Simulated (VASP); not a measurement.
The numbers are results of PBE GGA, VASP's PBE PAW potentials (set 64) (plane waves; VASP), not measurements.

VASP ran on this input.

**POSCAR**
```
BaSnO3
1
    4.1422270000     0.0000000000     0.0000000000
    0.0000000000     4.1422270000     0.0000000000
    0.0000000000     0.0000000000     4.1422270000
Ba Sn O
1 1 3
Direct
  0.5000000000   0.5000000000   0.5000000000
  0.0000000000   0.0000000000   0.0000000000
  0.0000000000   0.5000000000   0.0000000000
  0.5000000000   0.0000000000   0.0000000000
  0.0000000000   0.0000000000   0.5000000000
```

INCAR:
```
ALGO = Normal
EDIFF = 1E-6
ENCUT = 400
GGA = PE
ISIF = 2
ISMEAR = -1
LASPH = .True.
LCHARG = .False.
LMAXMIX = 4
LREAL = .False.
LWAVE = .False.
NELM = 100
PREC = Accurate
SIGMA = 0.05
SYSTEM = BaSnO3
```

File KPOINTS:
```
Automatic mesh
0
Gamma
3 3 3
0 0 0
```

POTCAR, in this order: Ba_sv Sn_d O (PBE.64 set). Program: vasp_std.

The run wrote:

File OSZICAR:
```
       N       E                     dE             d eps       ncg     rms          rms(c)
DAV:   1     0.343557478994E+03    0.34356E+03   -0.18987E+04   224   0.177E+03
DAV:   2    -0.242095456503E+01   -0.34598E+03   -0.33278E+03   240   0.464E+02
DAV:   3    -0.346065280730E+02   -0.32186E+02   -0.31961E+02   237   0.136E+02
DAV:   4    -0.360943802551E+02   -0.14879E+01   -0.14862E+01   270   0.270E+01
DAV:   5    -0.361249012667E+02   -0.30521E-01   -0.30518E-01   288   0.342E+00    0.137E+01
DAV:   6    -0.314321529138E+02    0.46927E+01   -0.24975E+01   295   0.650E+01    0.596E+00
DAV:   7    -0.314706341088E+02   -0.38481E-01   -0.16863E+00   222   0.799E+00    0.323E+00
DAV:   8    -0.314414991609E+02    0.29135E-01   -0.32487E-01   279   0.400E+00    0.750E-01
DAV:   9    -0.314286660246E+02    0.12833E-01   -0.97440E-02   295   0.289E+00    0.165E-01
DAV:  10    -0.314294314767E+02   -0.76545E-03   -0.69448E-03   284   0.920E-01    0.843E-02
DAV:  11    -0.314294015510E+02    0.29926E-04   -0.14676E-03   303   0.346E-01    0.320E-02
DAV:  12    -0.314293880308E+02    0.13520E-04   -0.12233E-04   284   0.868E-02    0.104E-02
DAV:  13    -0.314293861748E+02    0.18559E-05   -0.10821E-05   239   0.214E-02    0.209E-03
DAV:  14    -0.314293861495E+02    0.25327E-07   -0.36209E-07   133   0.688E-03
   1 F= -.31429386E+02 E0= -.31429377E+02  d E =-.184745E-04
```

File OUTCAR:
```
------------------------ aborting loop because EDIFF is reached ----------------------------------------
  FORCE on cell =-STRESS in cart. coord.  units (eV):
  Direction    XX          YY          ZZ          XY          YZ          ZX
  --------------------------------------------------------------------------------------
  Total        0.2042974      0.2042974      0.2042974      0.0000000      0.0000000      0.0000000
  in kB        4.6054462      4.6054462      4.6054462      0.0000000      0.0000000      0.0000000
  external PRESSURE =       4.6054462 kB  Pullay stress =       0.0000000 kB
  volume of cell :       71.07
      direct lattice vectors                 reciprocal lattice vectors
     4.142227000  0.000000000  0.000000000     0.241416031  0.000000000  0.000000000
     0.000000000  4.142227000  0.000000000     0.000000000  0.241416031  0.000000000
     0.000000000  0.000000000  4.142227000     0.000000000  0.000000000  0.241416031
 POSITION                                       TOTAL-FORCE (eV/Angst)
 -----------------------------------------------------------------------------------
      2.07111      2.07111      2.07111         0.000000      0.000000      0.000000
      0.00000      0.00000      0.00000         0.000000      0.000000      0.000000
      0.00000      2.07111      0.00000         0.000000      0.000000      0.000000
      2.07111      0.00000      0.00000         0.000000      0.000000      0.000000
      0.00000      0.00000      2.07111         0.000000      0.000000      0.000000
 -----------------------------------------------------------------------------------
    total drift:                               -0.000000      0.000000     -0.000000
  FREE ENERGIE OF THE ION-ELECTRON SYSTEM (eV)
  ---------------------------------------------------
  free  energy   TOTEN  =       -31.4293861495 eV

  energy  without entropy=      -31.4293676750  energy(sigma->0) =      -31.42937691
```
(Selected blocks of OUTCAR.)

At this cut-off the stress carries a Pulay error, which pulls relaxed volumes low.

The structure comes from a computed database's BaSnO3 entry; how it stands against other phases isn't given here. The cell was not relaxed at this level. The k-mesh is coarse (spacing up to 0.51 per Å, 2π included), so the numbers may not be converged in it. The run is one of a series of settings (KPOINTS 3×3×3 Γ-centred mesh against the base run), some of them coarse on purpose.
